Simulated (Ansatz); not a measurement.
# W2C under changes of volume

One of the cells (12.729 Å³/atom); the others are scaled copies at fixed shape and fractional positions:

```
CELL_PARAMETERS angstrom
3.07005 0.00000 0.00000
-1.53502 2.65874 0.00000
0.00000 0.00000 4.67843
ATOMIC_POSITIONS crystal
W 0.66667 0.33333 0.25367
W 0.33333 0.66667 0.74633
C 0.00000 0.00000 0.00000
```

The cell comes from a database or a generator and needn't be the stable form of this composition.

```yaml
Program: Ansatz 0.2.0
Functional: LDA
Potentials_or_basis: all-electron LAPW, Dirac moment of small components
Cutoff: 388 eV (chosen from the basis error)
Basis_error_allowed: 0.0005 eV/atom
k_mesh: 10 × 10 × 6
Occupations: gaussian, width 0.025 eV
Spin: collinear spin, ferromagnetic start
Starting_moments: "[1.0, 0.0, 0.0] μB"
Fixed_moment: 1 μB
```

| volume (Å³/atom) | energy over the lowest point (meV/atom) | pressure (GPa) | largest force (eV/Å) |
| --- | --- | --- | --- |
| 11.965 | 6.41 | 8.1 | 0.390 |
| 12.220 | 0.00 | 0.1 | 0.177 |
| 12.475 | 5.72 | -7.1 | 0.019 |
| 12.729 | 22.32 | -13.6 | 0.199 |
| 12.984 | 48.64 | -19.4 | 0.367 |
| 13.238 | ? | ? | ? |
| 13.493 | 126.52 | -29.2 | 0.663 |

Task: What does the run at 13.238 Å³/atom give?

Result: Energy over the lowest point 83.68 meV/atom; pressure -24.6 GPa; largest force 0.521 eV/Å.

Worked out: A Birch-Murnaghan fit of order 3 (a polynomial in V^(-2/3)) to the other rows has its minimum at 12.22 Å³/atom with B0 = V·E''(V) = 365 GPa and B' = 4.3 at fixed shape and positions, which overstates the stiffness. It gives 83.61 meV/atom at 13.238 Å³/atom, against the run's 83.68, and -dE/dV = -24.6 GPa, against -24.6.

Energies are extrapolated to zero smearing.

Caveats: the total moment is fixed, so each spin has its own Fermi level.
